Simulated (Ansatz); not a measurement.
I need an optical spectrum of RbCl, space group Fm-3m. Use Ansatz 0.2.0 through its Python package. Settings: PBE, PAW, the default cutoff (420 eV here), 6×6×6 k-points, Methfessel-Paxton smearing of 0.01 eV.

```xyz
2
Lattice="0.0000 3.2740 3.2740 3.2740 0.0000 3.2740 3.2740 3.2740 0.0000" Properties=species:S:1:pos:R:3 pbc="T T T"
Rb    0.0000    0.0000    0.0000
Cl    3.2740    3.2740    3.2740
```

Script `optics.py`:
```python
# -*- coding: utf-8 -*-
"""Independent-particle optical spectrum of RbCl."""

import ansatz
from ase import Atoms
import numpy as np

atoms = Atoms(
    ["Rb", "Cl"],
    scaled_positions=[
        [0.0, 0.0, 0.0],
        [0.5, 0.5, 0.5],
    ],
    cell=[
        [0.0, 3.274, 3.274],
        [3.274, 0.0, 3.274],
        [3.274, 3.274, 0.0],
    ],
    pbc=True,
)
crystal = ansatz.Crystal.from_ase(atoms)

job = (
    crystal.calculation()
    .functional("pbe")
    .pseudopotentials("paw")
    .kpoints(6)
    .occupations("Methfessel-Paxton", width=0.01)
    .optics(energy_step=0.05, nscf_kmesh=(6, 6, 6), broadening_width=0.2)
)
outcome = job.run(threads=1, pin="off")
spectra = outcome.optics()
energy, filling = np.asarray(spectra.photon_energy_ev), spectra.band_filling
gapped = filling.kind == "insulating"
eps1 = np.asarray(filling.eps1 if gapped else filling.eps1_interband)[:3].mean(axis=0)
eps2 = np.asarray(filling.eps2 if gapped else filling.eps2_interband)[:3].mean(axis=0)
print("filling:", filling.kind, "- valid up to", round(spectra.valid_up_to_ev, 2), "eV,", spectra.n_bands, "bands")
top = min(10, spectra.valid_up_to_ev)
# mean of xx, yy and zz; between bands only where the bands are partly filled
print("E (eV)    eps1      eps2")
for e in np.arange(0.5, top + 0.01, 0.5):
    print(f"{e:5.1f} {np.interp(e, energy, eps1):9.3f} {np.interp(e, energy, eps2):9.3f}")
if gapped:
    print("eps_inf, bands beyond those summed included:", np.round(filling.eps_inf[:3], 3))
print("f-sum electrons:", np.round(filling.get("f_sum_n_eff"), 3))
```

```console
$ python optics.py
DeckWarning: basis.ecutwfc = 420 eV, auto-derived from the records' recommended cutoffs: set by Rb (normal level)
filling: insulating - valid up to 7.39 eV, 12 bands
E (eV)    eps1      eps2
  0.5     1.963     0.000
  1.0     1.973     0.000
  1.5     1.991     0.000
  2.0     2.017     0.000
  2.5     2.054     0.000
  3.0     2.105     0.000
  3.5     2.174     0.000
  4.0     2.272     0.000
  4.5     2.424     0.000
  5.0     2.748     0.069
  5.5     2.897     0.435
  6.0     3.046     0.635
  6.5     3.332     1.302
  7.0     3.023     1.936
eps_inf, bands beyond those summed included: [2.611 2.611 2.611]
f-sum electrons: [5.288 5.288 5.288]
```
(Warnings from the package without file and line.)

Caveats:
- The structure is a deposited one; some such entries were measured under pressure or heat, so a shift against it needn't be the functional's error alone.
- Independent-particle spectra on Kohn-Sham bands hold no excitons, and semilocal gaps are too small.
- Finished in 8.3 s on 1 thread of Arm Neoverse V1 (shared host), peak memory 0.44 GiB.
